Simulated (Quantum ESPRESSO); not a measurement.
Set up this calculation in Quantum ESPRESSO 7.5, as the native input.

```
Task                : single point
Functional          : PBE
Potentials or basis : SSSP 1.3 efficiency PBE
Cutoff              : 816 eV
Density cutoff      : 5987 eV
k mesh              : 10 × 10 × 2
Occupations         : fermi-dirac, width 0.05 eV
Spin                : no spin polarisation
Mixing beta         : 0.5
Most SCF iterations : 120
SCF threshold       : 1.2e-09 Ry
```

MoS2, a slab with vacuum:

```
CELL_PARAMETERS angstrom
3.18454 0.00000 0.00000
-1.59227 2.75789 0.00000
0.00000 0.00000 21.67053
ATOMIC_POSITIONS crystal
Mo 0.33333 0.66667 0.85116
Mo 0.66667 0.33333 0.14884
S 0.66667 0.33333 0.77963
S 0.33333 0.66667 0.07725
S 0.66667 0.33333 0.92275
S 0.33333 0.66667 0.22037
```

The input as run:

pw.in

```
&CONTROL
  calculation = 'scf'
  prefix = 'pwscf'
  outdir = './tmp'
  pseudo_dir = './pseudo'
  tprnfor = .true.
  tstress = .true.
  disk_io = 'nowf'
/
&SYSTEM
  ibrav = 0
  nat = 6
  ntyp = 2
  ecutwfc = 60
  ecutrho = 440
  nbnd = 36
  occupations = 'smearing'
  smearing = 'fd'
  degauss = 0.00367493
/
&ELECTRONS
  conv_thr = 1.2d-09
  electron_maxstep = 120
  mixing_beta = 0.5
/
ATOMIC_SPECIES
Mo    95.9500 Mo_ONCV_PBE-1.0.oncvpsp.upf
S     32.0600 s_pbe_v1.4.uspp.F.UPF
CELL_PARAMETERS angstrom
   3.1845414560    0.0000000000    0.0000000000
  -1.5922707280    2.7578938003    0.0000000000
   0.0000000000    0.0000000000   21.6705347200
ATOMIC_POSITIONS crystal
Mo     0.3333333333    0.6666666667    0.8511602300
Mo     0.6666666667    0.3333333333    0.1488397700
S      0.6666666667    0.3333333333    0.7796253900
S      0.3333333333    0.6666666667    0.0772510000
S      0.6666666667    0.3333333333    0.9227490000
S      0.3333333333    0.6666666667    0.2203746100
K_POINTS automatic
10 10 2 0 0 0
```

Potentials or basis: SSSP 1.3 efficiency PBE.

Command:

```sh
$ OMP_NUM_THREADS=1 pw.x -in pw.in > pw.out
```

It gave:

```yaml
Largest_force: 0.233 eV/Å
Band_gap_on_the_k_mesh: 1.39 eV, indirect (least direct gap 1.89 eV)
```

It took 4.3 min on 1 thread of Intel(R) Xeon(R) Processor @ 2.70GHz, with other jobs on the host, peak memory 0.88 GiB.
